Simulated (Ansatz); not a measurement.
# GaN (F-43m) in Ansatz: a series of runs, part 2 of 2

Ansatz 0.2.0. Earlier steps stand in the parts before.

### 4 Single point, PBE

input.yaml reads:

```yaml
crystal:
  lattice:
    - [0.0, 2.2535006075, 2.2535006075]
    - [2.2535006075, 0.0, 2.2535006075]
    - [2.2535006075, 2.2535006075, 0.0]
  atoms:
    - { symbol: Ga, position: [0.0, 0.0, 0.0] }
    - { symbol: "N", position: [0.25, 0.25, 0.25] }
hamiltonian:
  xc: pbe
  pseudopotentials: { kind: paw }
kpoints:
  mp_grid: { grid: [18, 18, 18] }
scf:
  occupations: { method: fermi_dirac, width: 0.05 }
output:
  forces: true
  stress: true
  eigenvalues: true
  write_density: true
  write_potential: true
  elf: true
  volumetric_format: npy
```

Potentials or basis: Ansatz PAW.

Started as:

```
> ansatz run input.yaml --threads 2 --pin off --max-ram 5120MiB --backend cpu --events-out ev --progress --plain --runs-dir out
```

The log of the run:

```text
Warning: RAYON_NUM_THREADS=2 ignored (pool sized by the plan → 2); use --threads N
Engine: ansatz 0.2.0, aarch64-unknown-linux-gnu
Pseudopotentials: kind: paw
Pseudopotential: Ga, paw, valence charge 13, recommended cutoff 420 eV (normal), Ga.paw.azcp
Pseudopotential: N, paw, valence charge 5, recommended cutoff 420 eV (normal), N.paw.azcp
Functional definition: PBE
  parameter kappa = 0.804
  parameter beta = 0.06672455060314922
  exchange = pbe_x(kappa = kappa, mu = beta*pi^2/3)
  correlation = pbe_c(beta = beta)
Crystal: 2 atoms, lattice volume = 22.888 Å³
Basis set: ecut = 420 eV, 459 PW (Γ), exchange–correlation on 48×48×48 points (8 copies of the dense FFT grid, shifted against one another)
Bands: 13, of which v1, the nominal top of the filled ones, is band 9 counted from 1 (8 counted from 0)
Symmetry: 24 space group operations
Space group: F-43m (ITA 216), of the structure as read, at distance tolerance 2.8e-5 Å
k-points: 195 of 5832 (time reversal used)
Non-local potential: Ga, projectors of the file, l = 0: 2, l = 1: 2, l = 2: 3, l = 3: 1
Non-local potential: N, projectors of the file, l = 0: 2, l = 1: 2, l = 2: 1
PAW form: soft (Blöchl's): semilocal exchange-correlation on the pseudo side does not see the compensation charge
PAW one-centre angular grid: Ga, 590 points (default); XC on 64 Gauss nodes
PAW one-centre angular grid: N, 110 points (default); XC on 64 Gauss nodes
Initial density: superposition of atomic densities (neutral atoms: chi_scale 0, normalization atom), corrected by the library's trained network
Initial wavefunctions: pseudopotential atomic-orbital guess
Functional: x = pbe(κ = 0.804, μ = 0.2195149727645171), c = pbe(β = 0.06672455060314922)
SCF iter   1: F=—  HF=-4167.897932 eV  |F-HF|=—  |Δ(HF+E_count)|=         —  Δρ=6.29e-4  dr2=3.12e-5  ethr=1.77e-3  ⟨swp⟩=5.1  Hψ=13254  notcnv=0
preconditioner: auto → none  [insulator: Δε(μ)=1.714 eV  Ē_g=18.751 eV  σ=0.050 eV  W_gap=1.00  n_scr=8 (ndim 8)  ℏωp=32.9 eV  f_vac=0.001  D(μ)=0.00/eV (n_scr^D=0)  ε∞_Penn≈4.1]
SCF iter   2: F=—  HF=-4167.898221 eV  |F-HF|=—  |Δ(HF+E_count)|=   2.89e-4  Δρ=3.43e-4  dr2=9.71e-6  ethr=1.73e-7  ⟨swp⟩=2.8  Hψ=6093  notcnv=0
SCF iter   3: F=—  HF=-4167.898265 eV  |F-HF|=—  |Δ(HF+E_count)|=   4.37e-5  Δρ=1.18e-4  dr2=1.15e-6  ethr=5.39e-8  ⟨swp⟩=2.0  Hψ=4171  notcnv=0
SCF iter   4: F=—  HF=-4167.898271 eV  |F-HF|=—  |Δ(HF+E_count)|=   5.71e-6  Δρ=2.42e-5  dr2=9.49e-8  ethr=6.42e-9  ⟨swp⟩=2.0  Hψ=4290  notcnv=0
iter 5 did not close the SCF: its close was put off for the readings that it lacked (scf_convergence_deferred on its scf_iter line)
SCF iter   5: F=-4167.898271 eV  HF=-4167.898271 eV  |F-HF|=9.29e-9  |Δ(HF+E_count)|=  8.42e-10  Δρ=1.05e-5  dr2=9.38e-9  ethr=5.27e-10  ⟨swp⟩=2.0  Hψ=4290  notcnv=0
SCF iter   6: F=-4167.898271 eV  HF=-4167.898271 eV  |F-HF|=1.33e-10  |Δ(HF+E_count)|=   1.15e-8  Δρ=1.92e-6  dr2=3.25e-10  ethr=5.21e-11  ⟨swp⟩=4.1  Hψ=12756  notcnv=0
SCF 1 converged in 6 iterations: F = -4167.898271 eV  dr2 = 3.25e-10
SCF converged after 6 iterations
Free energy (F): -4167.898271 eV
Harris-Foulkes:  -4167.898271 eV  (|F-HF|=1.33e-10)
Internal energy: -4167.898271 eV  (E = F + TS)
E sigma→0 (E₀):  -4167.898271 eV
Fermi energy:    10.588962 eV
--- Per-component energies (eV) ---
  E_band       = -5.648503
  E_kinetic    = 247.129369
  E_local      = -1949.938034  (includes V_loc(G=0)·N_el)
  E_nonlocal   = 474.307456
  E_hartree    = 897.106517
  E_xc         = -128.820372
  E_vxc        = -134.164084  (∫ρ·V_xc dr)
  E_paw        = -2120.248392  (= ΣΔE_a)
  E_vpaw       = -437.195661  (= ΣTr[D̂ρ^β])
  E_aug_tail   = 0.000139  (compensation charges beyond the density's cutoff)
  E_ewald      = -1587.434954
  E_smearing   = -0.000000  (= −TS)
  E_closure    = 0.000000  (closes the sum)
  Σ components = -4167.898271   (vs F -4167.898271, Δ=0.00e0)
--- Forces (eV/Å), atoms counted from 1 ---
  atom   1  Ga     0.00000000    -0.00000000     0.00000000
  atom   2  N     -0.00000000    -0.00000000    -0.00000000
  max |Σ_I F_I| component: 5.09e-17 eV/Å
--- Stress (GPa, compression-positive) ---
        5.033177       0.000000      -0.000000
        0.000000       5.033177       0.000000
       -0.000000       0.000000       5.033177
  P = ⅓ Tr σ = 5.0332 GPa (50.332 kbar)
--- Band table (eV; the first three rows and the last of 195) ---
  k-point 0: bands = ["-6.2814", "-3.8374", "-3.8374", "-3.8374", "-3.5203", "-3.5203", "9.6497", "9.6497", "9.6497", "11.3667", "19.9613", "19.9613", "19.9613"]
  k-point 1: bands = ["-6.2468", "-3.8330", "-3.8330", "-3.8259", "-3.5208", "-3.5208", "9.2231", "9.6160", "9.6160", "11.7199", "19.7859", "20.0161", "20.0161"]
  k-point 2: bands = ["-6.1481", "-3.8209", "-3.8209", "-3.7871", "-3.5218", "-3.5218", "8.3625", "9.5202", "9.5202", "12.3562", "19.3710", "20.1564", "20.1564"]
  k-point 194: bands = ["-5.2273", "-3.6925", "-3.6609", "-3.5182", "-3.5016", "-1.5538", "3.9379", "5.9917", "6.0381", "15.7388", "17.9739", "20.0651", "20.7865"]
```

rho_z.tsv:

```text
# z_ang	rho[e/angstrom^3]
# format = ansatz-planar-average/11
# lattice	0.000000000	2.253500607	2.253500607
# lattice	2.253500607	0.000000000	2.253500607
# lattice	2.253500607	2.253500607	0.000000000
# sites	2
# site	31	0.000000000	0.000000000	0.000000000
# site	7	1.126750304	1.126750304	1.126750304
0.000000	2.179393e0
0.132789	2.047325e0
0.265578	1.655843e0
0.398366	1.262842e0
0.531155	1.005302e0
0.663944	8.663597e-1
[... 16 lines left out ...]
2.921354	1.386689e0
3.054142	1.912543e0
```

Run time: 3.9 s. Hardware: 2 threads of Arm Neoverse V1, shared host; peak memory 0.36 GiB.

What came out:

| Property | Result |
| --- | --- |
| Free energy | -4167.8983 eV |
| Pressure | 5.0 GPa |
| Band gap on the k mesh | 1.72 eV, direct |

Levels at points of the mesh, in eV from the valence-band top:
```csv
k point,band 5,band 6,band 7,band 8,band 9,band 10,band 11,band 12,band 13
"(0.00, 0.00, 0.00)",-13.17,-13.17,0.00,0.00,0.00,1.72,10.31,10.31,10.31
"(0.00, 0.00, -0.50)",-13.12,-11.91,-7.03,-0.97,-0.97,4.64,8.72,10.36,10.36
"(0.00, -0.50, -0.50)",-13.09,-11.48,-6.12,-2.70,-2.70,3.35,6.67,11.70,13.95
```

Caveat: the pressure holds a Pulay correction of +0.5 GPa for the finite cutoff.

### 5 Overview

| task | level | cell | k mesh | cutoff (eV) | gap on the mesh (eV) | pressure (GPa) |
| --- | --- | --- | --- | --- | --- | --- |
| relaxation of cell and atoms | BPBE | relaxed | 10 × 10 × 10 | 420 | 1.55 | 0.0 |
| single point | PBE | as given | 10 × 10 × 10 | 350 | 1.70 | 4.6 |
| single point | PBE | as given | 18 × 18 × 18 | 420 | 1.72 | 5.0 |

Alike in all rows: potentials or basis Ansatz PAW; no spin polarisation; smearing fermi-dirac 0.05 eV.

Caveats: the plane-wave basis is chosen anew once the cell has moved, so the energies of steps on either side of that aren't comparable (some runs); the PAW data sets come from PBE, with cores solved anew for the run's functional, which leaves a small shift of forces and pressure (some runs); the pressure holds a Pulay correction of +3.5 GPa for the finite cutoff (some runs); the cutoff lies under the one recommended for these potentials (some runs).

Absolute energies hang on the potentials; compare differences alone.

### 6 Against experiment

Step 3. A measured gap of GaN is 3.299 eV (direct; 0 K; a printed reference work, textbook); the calculated 1.70 eV misses it by -1.60 eV. Spin-orbit coupling on Ga is left out. The value is that of PBE, without temperature or zero-point motion. Semilocal functionals fall short of measured gaps as a rule. The cell is a database's relaxed one, not the measured one, which moves gaps too.

Step 4. A measured gap of GaN is 3.299 eV (direct; 0 K; a printed reference work, textbook); the calculated 1.72 eV misses it by -1.58 eV. Spin-orbit coupling on Ga is left out. The value is that of PBE on a finite k mesh, which can miss the band edges, without temperature or zero-point motion. Semilocal functionals fall short of measured gaps as a rule. The cell is a database's relaxed one, not the measured one, which moves gaps too.
